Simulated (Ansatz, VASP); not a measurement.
# One calculation of PbS, two programs

Contents of INCAR:

```
SYSTEM = PbS
ALGO = Normal
EDIFF = 1E-7
ENCUT = 520
GGA = PS
ISIF = 2
ISMEAR = -1
LASPH = .TRUE.
LCHARG = .FALSE.
LREAL = .FALSE.
LWAVE = .FALSE.
NBANDS = 17
NELM = 60
PREC = Accurate
SIGMA = 0.05
```

Contents of KPOINTS:

```
k-points
0
G
  8 8 7
  0 0 0
```

POSCAR

```
PbS
1.0
    4.1435156701      0.0000000000      0.0000000000
   -2.0717578350      3.5883898313      0.0000000000
    0.0000000000      0.0000000000      3.8380170193
Pb S
1 1
Direct
    0.0000000000      0.0000000000      0.0000000000
    0.6666666667      0.3333333333      0.5000000000
```

File input.yaml:

```yaml
crystal:
  lattice:
    - [4.1435156701, 0.0, 0.0]
    - [-2.071757835, 3.5883898313, 0.0]
    - [0.0, 0.0, 3.8380170193]
  atoms:
    - { symbol: Pb, position: [0.0, 0.0, 0.0] }
    - { symbol: S, position: [0.6666666667, 0.3333333333, 0.5] }
kpoints:
  mp_grid: { grid: [8, 8, 7] }
scf:
  occupations: { method: fermi_dirac, width: 0.05 }
hamiltonian:
  xc: pbesol
  pseudopotentials: { kind: all_electron, lapw: { basis_error: 0.001 } }
output:
  forces: true
  stress: true
  eigenvalues: true
```

Change from the starting cell: volume scaled by 1.04.

Alike in both runs: task single point; functional PBEsol; k mesh 8 × 8 × 7; occupations fermi-dirac, width 0.05 eV; no spin polarisation.

|  | VASP | Ansatz |
| --- | --- | --- |
| version | VASP 6.6.1 | Ansatz 0.2.0 |
| potentials or method | VASP PAW PBE potentials, release 64 (Pb_d, S) | all-electron LAPW, scalar-relativistic |
| plane-wave cutoff (eV) | 520 | see its input |

VASP gave:

```
gap on the k mesh at the Fermi level (eV)       : 0.28
least direct gap on the mesh (eV)               : 1.57
pressure (GPa)                                  : -4.4
largest component of the traceless stress (GPa) : 0.68
```

Q: Estimate Ansatz's values.

A: gap on the k mesh at the Fermi level (eV): 0.28; least direct gap on the mesh (eV): 1.57; pressure (GPa): -4.4; largest component of the traceless stress (GPa): 0.67.

Ansatz ran all-electron here, so the differences hold the error of VASP's frozen core and of both bases.

Caveats: spin-orbit coupling is left out, which as a rule narrows the gap of such compounds by several tenths of an eV; an odd mesh through Γ misses points on the zone boundary, where band edges often lie; the PAW data sets were made with another functional, which shifts forces and pressure a little (VASP).
